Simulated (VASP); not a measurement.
# N2 in VASP: relaxation of the atoms with PBE+D3(BJ)

Aim: the relaxation of the atoms of N2 with PBE+D3(BJ).

All numbers are computed with VASP 6.6.1; they aren't measurements. Logs are shortened: lines on timing, memory, paths and dates and some standing lists are left out, and cuts for length are marked.

**1. The structure**

The cell holds a molecule_in_box, 2 atoms: a = 14.000 Å, b = 14.500 Å, c = 15.000 Å, α = 90.00°, β = 90.00°, γ = 90.00°.

**2. Relaxation of the atoms, PBE+D3(BJ)**

Contents of INCAR:

```
  PREC = Accurate
  ENCUT = 450
  EDIFF = 1E-6
  ISMEAR = 0
  SIGMA = 0.005
  LREAL = F
  LASPH = T
  NELM = 200
  ALGO = Normal
  ISIF = 2
  LWAVE = F
  LCHARG = F
  GGA = PE
  IVDW = 12
  IBRION = 2
  NSW = 80
  EDIFFG = -0.01
  ISYM = 0
```

Contents of KPOINTS:

```
regular mesh
0
Gamma
  1 1 1
```

Contents of POSCAR:

```
N
1.0
   14.0000000000      0.0000000000      0.0000000000
    0.0000000000     14.5000000000      0.0000000000
    0.0000000000      0.0000000000     15.0000000000
N
2
Direct
    0.5019266500      0.4989812700      0.4645155800
    0.4980733500      0.5010187300      0.5354844200
```

Potentials or basis: VASP PAW PBE potentials, release 64 (N).

Run with:

```console
$ cat potpaw_PBE.64/N/POTCAR > POTCAR
$ mpirun -np 2 vasp_gam > vasp.out
```

OUTCAR:

```text
PREC = Accurate
   ENCUT = 450
   EDIFF = 1E-6
   ISMEAR = 0
   LREAL = F
   LASPH = T
   NELM = 200
   ISIF = 2
   GGA = PE
   IVDW = 12
   IBRION = 2
   NSW = 80
   EDIFFG = -0.01
   ISYM = 0
 IVDW          = 12

 ion  position               nearest neighbor table
   1  0.502  0.499  0.465-   2 1.07
   2  0.498  0.501  0.535-   1 1.07

IMPORTANT INFORMATION: All symmetrisations will be switched off!
NOSYMM: (Re-)initialisation of all symmetry stuff for point group C_1.

----------------------------------------------------------------------------------------

                                     Primitive cell

  volume of cell :    3045.0000

  direct lattice vectors                    reciprocal lattice vectors
    14.000000000  0.000000000  0.000000000     0.071428571  0.000000000  0.000000000
     0.000000000 14.500000000  0.000000000     0.000000000  0.068965517  0.000000000
     0.000000000  0.000000000 15.000000000     0.000000000  0.000000000  0.066666667

  length of vectors
    14.000000000 14.500000000 15.000000000     0.071428571  0.068965517  0.066666667

  position of ions in fractional coordinates (direct lattice)
     0.501926650  0.498981270  0.464515580
     0.498073350  0.501018730  0.535484420

  ion indices of the primitive-cell ions
   primitive index   ion index
                 1           1
                 2           2

----------------------------------------------------------------------------------------

 KPOINTS: regular mesh

Automatic generation of k-mesh.
 Grid dimensions read from file:
 generate k-points for:    1    1    1

 Generating k-lattice:

  Cartesian coordinates                     Fractional coordinates (reciprocal lattice)
     0.071428571  0.000000000  0.000000000     1.000000000  0.000000000  0.000000000
     0.000000000  0.068965517  0.000000000     0.000000000  1.000000000  0.000000000
     0.000000000  0.000000000  0.066666667     0.000000000  0.000000000  1.000000000

  Length of vectors
     0.071428571  0.068965517  0.066666667

  Shift w.r.t. Gamma in fractional coordinates (k-lattice)
     0.000000000  0.000000000  0.000000000

 Subroutine IBZKPT returns following result:
 ===========================================

 Found      1 irreducible k-points:

 Following reciprocal coordinates:
            Coordinates               Weight
  0.000000  0.000000  0.000000      1.000000
   k-points           NKPTS =      1   k-points in BZ     NKDIM =      1   number of bands    NBANDS=     10
   number of dos      NEDOS =    301   number of ions     NIONS =      2
   total plane-waves  NPLWV = ******
[... 31 lines left out ...]
   EFERMI_NEDOS =   21; number of points for ismear=-14 and -15
   IALGO  =     38    algorithm
   IMIX   =      4    mixing-type and parameters
     AMIX     =   0.40;   BMIX     =  1.00
     AMIX_MAG =   1.60;   BMIX_MAG =  1.00
  volume/ion in A,a.u.               =    1522.50     10274.34
  Fermi-wavevector in a.u.,A,eV,Ry     =   0.243339  0.459845  0.805656  0.059214
  Thomas-Fermi vector in A             =   1.051865
   LORBIT       =      0    0 simple, 1 ext, 2 COOP (PROOUT), +10 PAW based schemes
   GGA     = PE    functional components
   LHFCALC =     F    Hartree Fock is set to
   AEXX    =    0.0000 exact exchange contribution
   IVDW    =    12    specifies the selected vdW correction
   LEPSILON=     F    determine dielectric tensor
   LRPA    =     F    only Hartree local field effects (RPA)
 conjugate gradient relaxation of ions
 non-spin polarized calculation
 Gauss-broadening in eV      SIGMA  =   0.01
  energy-cutoff  :      450.00
  volume of cell :     3045.00
 maximum number of plane-waves:     33027
 NGX is ok and might be reduce to    98
   NGX = 49   NGY = 51   NGZ = 51

--------------------------------------- Ionic step        1  -------------------------------------------

 number of electron      10.0000000 magnetization

 number of electron       9.9999997 magnetization

 Free energy of the ion-electron system (eV)
  ---------------------------------------------------
  ext. energy  EPLUGINS =         0.00000000
  ---------------------------------------------------
  free energy    TOTEN  =       -16.44267752 eV

  energy without entropy =      -16.44267752  energy(sigma->0) =      -16.44267752

------------------------ aborting loop because EDIFF is reached ----------------------------------------

 Edisp (eV)   -0.01181

 E8    (eV) :    -0.0035
[... 71 lines left out ...]
--------------------------------------- Ionic step        3  -------------------------------------------

 number of electron       9.9999999 magnetization

 E-fermi :  -9.3424     XC(G=0):  -0.2401

 val. band max:       -9.3903719429   @ k =   0.0000   0.0000   0.0000
 cond. band min:      -5.0257768055   @ k =   0.0000   0.0000   0.0000
 fundamental gap:      4.3645951374
 Fermi energy:        -9.3423870796

 k-point     1 :       0.0000    0.0000    0.0000
  band No.  band energies     occupation
      1     -23.3618      2.00000
      2     -15.8027      2.00000
      3      -9.8505      2.00000
      4      -9.3904      2.00000
      5      -9.3904      2.00000
      6      -5.0258      0.00000
      7      -5.0258      0.00000
      8      -0.1929      0.00000
      9       0.3257      0.00000
     10       0.4066      0.00000
[... 31 lines left out ...]
  FREE ENERGIE OF THE ION-ELECTRON SYSTEM (eV)
  ---------------------------------------------------
  free  energy   TOTEN  =       -12.3975375526 eV

  energy  without entropy=      -12.3975375526  energy(sigma->0) =      -12.39753755

[... ionic steps 4 to 7 ...]

--------------------------------------- Ionic step        8  -------------------------------------------

 number of electron      10.0000005 magnetization

------------------------ aborting loop because EDIFF is reached ----------------------------------------
[... 75 lines left out ...]
--------------------------------------- Ionic step       10  -------------------------------------------

 number of electron      10.0000005 magnetization

 Free energy of the ion-electron system (eV)
  ---------------------------------------------------
  ext. energy  EPLUGINS =         0.00000000
  ---------------------------------------------------
  free energy    TOTEN  =       -16.64384181 eV

  energy without entropy =      -16.64384181  energy(sigma->0) =      -16.64384181

 E-fermi : -10.0915     XC(G=0):  -0.2135

 val. band max:      -10.1633742019   @ k =   0.0000   0.0000   0.0000
 cond. band min:      -2.1162963974   @ k =   0.0000   0.0000   0.0000
 fundamental gap:      8.0470778045
 Fermi energy:       -10.0914927955

 k-point     1 :       0.0000    0.0000    0.0000
  band No.  band energies     occupation
      1     -28.1402      2.00000
      2     -13.5306      2.00000
      3     -11.4971      2.00000
      4     -11.4969      2.00000
      5     -10.1634      2.00000
      6      -2.1163      0.00000
      7      -2.1162      0.00000
      8      -0.1323      0.00000
      9       0.4513      0.00000
     10       0.5427      0.00000
[... 31 lines left out ...]
  FREE ENERGIE OF THE ION-ELECTRON SYSTEM (eV)
  ---------------------------------------------------
  free  energy   TOTEN  =       -16.6556527902 eV

  energy  without entropy=      -16.6556527902  energy(sigma->0) =      -16.65565279

 reached required accuracy - stopping structural energy minimisation
```

OSZICAR:

```text
N       E                     dE             d eps       ncg     rms          rms(c)
DAV:   1     0.901368737777E+02    0.90137E+02   -0.20308E+03    36   0.425E+02
DAV:   2     0.654846085872E+01   -0.83588E+02   -0.83498E+02    36   0.964E+01
DAV:   3    -0.164198119621E+02   -0.22968E+02   -0.22949E+02    22   0.764E+01
[... 140 lines left out ...]
DAV:   5    -0.166438357283E+02   -0.14689E-04   -0.33623E-06    22   0.122E-02    0.140E-03
DAV:   6    -0.166438372666E+02   -0.15383E-05   -0.19552E-07    22   0.314E-03    0.698E-04
DAV:   7    -0.166438394278E+02   -0.21613E-05   -0.17452E-07    20   0.237E-03    0.321E-04
DAV:   8    -0.166438410934E+02   -0.16656E-05   -0.10821E-07    22   0.166E-03    0.182E-04
DAV:   9    -0.166438418140E+02   -0.72061E-06   -0.66377E-08    22   0.111E-03
  10 F= -.16655653E+02 E0= -.16655653E+02  d E =-.607036E-04
```

CONTCAR:

```text
N
   1.00000000000000
    14.0000000000000000    0.0000000000000000    0.0000000000000000
     0.0000000000000000   14.5000000000000000    0.0000000000000000
     0.0000000000000000    0.0000000000000000   15.0000000000000000
  N
     2
Direct
     0.5020139045501714    0.4989349993588285    0.4629077265539561
     0.4979860954498286    0.5010650006411714    0.5370922734460439

  0.00000000E+00  0.00000000E+00  0.00000000E+00
  0.00000000E+00  0.00000000E+00  0.00000000E+00
```

Run time: 5.4 min. Hardware: 2 MPI ranks of Intel Xeon 6975P-C (Granite Rapids), shared host; peak memory 1.1 GiB.

What came out:

```yaml
Free_energy: -16.6557 eV
Energy_gained_by_relaxing: 100.6 meV/atom
Ionic_steps: 10
Gap_between_the_frontier_levels: 8.05 eV
Dispersion_energy_per_atom: -0.006 eV
```

The path:
| step | energy change (eV) | largest force (eV/Å) | pressure (GPa) |
| --- | --- | --- | --- |
| 1 | 0.0000 | 8.8522 | 0.14 |
| 2 | 9.6680 | 9.6864 | -0.34 |
| 3 | 4.0570 | 15.1136 | -0.40 |
| 4 | 0.4120 | 10.4707 | -0.24 |
| 5 | -0.1703 | 2.9003 | -0.07 |
| 6 | -0.2002 | 0.5483 | -0.03 |
| 7 | -0.2012 | 0.0117 | -0.02 |
| 8 | -0.2011 | 0.1351 | -0.02 |
| 9 | -0.1938 | 1.5294 | 0.01 |
| 10 | -0.2012 | 0.0007 | -0.02 |

Final structure:
```xyz
2
Lattice="14.0000 0.0000 0.0000 0.0000 14.5000 0.0000 0.0000 0.0000 15.0000" Properties=species:S:1:pos:R:3 pbc="T T T"
N     7.0282    7.2346    6.9436
N     6.9718    7.2654    8.0564
```

Caveat: the cutoff is under 1.25 times the usual one of these potentials, so pressure, stress and relaxed cells hold a basis-set (Pulay) error; the standard files for N, O and F lose accuracy on very short bonds.
